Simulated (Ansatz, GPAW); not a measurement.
## CsPbBr3: the functional in 2 programs

```
Pb Cs Br
1.0
     5.87000    0.00000    0.00000
     0.00000    5.87000    0.00000
     0.00000    0.00000    5.87000
Pb Cs Br
1 1 3
Direct
  0.50000 0.50000 0.50000
  0.00000 0.00000 0.00000
  0.50000 0.50000 0.00000
  0.50000 0.00000 0.50000
  0.00000 0.50000 0.50000
```

Measurements of this composition are mostly on another form, of space group No. 62.

Kept alike: task band structure; k mesh 5 × 5 × 5; occupations fermi-dirac, width 0.05 eV; no spin polarisation. The mesh is that of the run's cell of 5 atoms. No spin-orbit coupling.

- A: GPAW; the program's PAW data sets (release 1.2.1) made for this functional (LDA); GPAW PAW data sets (gpaw-data 1.2.1) (PBE); PAW data sets generated for this functional (PBEsol), cutoff 600 eV
- B: Ansatz, all-electron LAPW, scalar-relativistic

```csv
functional,A: pressure (GPa),B: pressure (GPa)
LDA,-1.26,-1.21
PBE,1.36,1.41
PBEsol,-0.08,-0.03
```

Pressure is positive in compression; plane-wave values hold the error of the finite cutoff.

Problem. How large is the effect of the functional, and do the programs agree on it?

Solution. From LDA to PBE the pressure moves by +2.62 in A, +2.62 in B (GPa). Row by row the programs differ by 0.05 to 0.05, and over this span the shifts, as printed, agree within 1 %. Shifts from LDA: PBE +2.62, +2.62; PBEsol +1.18, +1.18; the programs' shifts differ by up to 0.00.
